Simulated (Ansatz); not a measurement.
Chalcopyrite CuInS2, treated with PBEsol (PAW; Ansatz, a first-principles code).

Settings: plane-wave cutoff 520 eV, 10×10×10 k mesh, Fermi–Dirac smearing 0.01 eV, no spin polarisation, scalar-relativistic PAW data made under PBE.

Shape and atoms are relaxed at each volume.

Pressure at four volumes; x = ln(V/20.749 Å³). One pressure is withheld.

```tsv
V (Å³/atom)	x	P (GPa)
19.919	-0.0408	3.43
20.749	0.0000	0.00
21.164	0.0198	-1.44
21.579	0.0392	?
```

Task: Pass a parabola P(x) through the three rows shown, estimate the bulk modulus and its pressure derivative near zero pressure, and predict the withheld pressure.

Result: Slopes between the rows: (0.00 − (3.43))/(0.0000 − (-0.0408)) = -84.07 and (-1.44 − (0.00))/(0.0198 − (0.0000)) = -72.73 GPa. Their difference over the span 0.0606 is c = 11.34/0.0606 = 187.1 GPa, so P(x) = 3.43 + (-84.07)(x − (-0.0408)) + 187.1 (x − (-0.0408))(x − (0.0000)). At the middle row B = −dP/dx = −[-84.07 + 187.1 × 0.0408] = 76.4 GPa, and B′ = dB/dP = 2c/B = 4.9. At x = 0.0392 the parabola gives -2.71 GPa; the run gives -2.72 GPa. The Birch–Murnaghan fit to the energies at all volumes has B0 = 76.1 GPa and B′ = 4.9.

Note: the gap of the solid is closed in this run; this level leaves the solid without a gap, although one is measured; the bulk modulus comes from volumes at which shape and atoms were relaxed.

Spin–orbit coupling is not included; it can open a gap where bands touch, and shift volumes and moduli.
